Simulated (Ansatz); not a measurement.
The parent structure is RuO2 in the rutile structure (space group P4_2/mnm, No. 136; a = 4.466 Å, c = 3.092 Å).

Structures relaxed with PBEsol in Ansatz (plane waves to 420 eV, PAW, no SOC).

Base:

Simulated powder pattern, Cu Kα, λ = 1.54184 Å (kinematic, ideal powder, no thermal factors, no anomalous dispersion; the 8 strongest lines at most, above 2 %, up to 2θ = 90°):

```csv
2θ (°),I/Imax (%),hkl
28.26,100,(110)
35.31,80,(101)
40.39,20,(200)
54.71,63,(211)
58.45,15,(220)
66.17,13,(310)
67.45,15,(112)
70.16,19,(301)
```

After one change:

Simulated powder pattern, Cu Kα, λ = 1.54184 Å (kinematic, ideal powder, no thermal factors, no anomalous dispersion; the 8 strongest lines at most, above 2 %, up to 2θ = 90°):

```json
[
 {"2θ (°)": "30.56", "I/Imax (%)": "100"},
 {"2θ (°)": "36.93", "I/Imax (%)": "85"},
 {"2θ (°)": "43.77", "I/Imax (%)": "20"},
 {"2θ (°)": "58.57", "I/Imax (%)": "62"},
 {"2θ (°)": "63.63", "I/Imax (%)": "13"},
 {"2θ (°)": "70.35", "I/Imax (%)": "16"},
 {"2θ (°)": "72.22", "I/Imax (%)": "12"},
 {"2θ (°)": "75.90", "I/Imax (%)": "18"}
]
```

**Question.** Which of these changes matches the shifts?
A) pressure 30 GPa
B) pressure 3 GPa
C) pressure 75 GPa
D) pressure 100 GPa

**Answer.** C, pressure 75 GPa. Its volume per atom is 8.58 Å³ against 10.28 Å³, and its space group is P4_2/mnm (No. 136).

Load acts through the strain it causes; cell and atoms are relaxed under it. No phonon test of stability was made. Competing high-pressure phases were not computed. No Hubbard U is applied, and correlation can decide whether such a compound is a metal. The final runs are not spin-polarised.

Ansatz is an electronic-structure program.
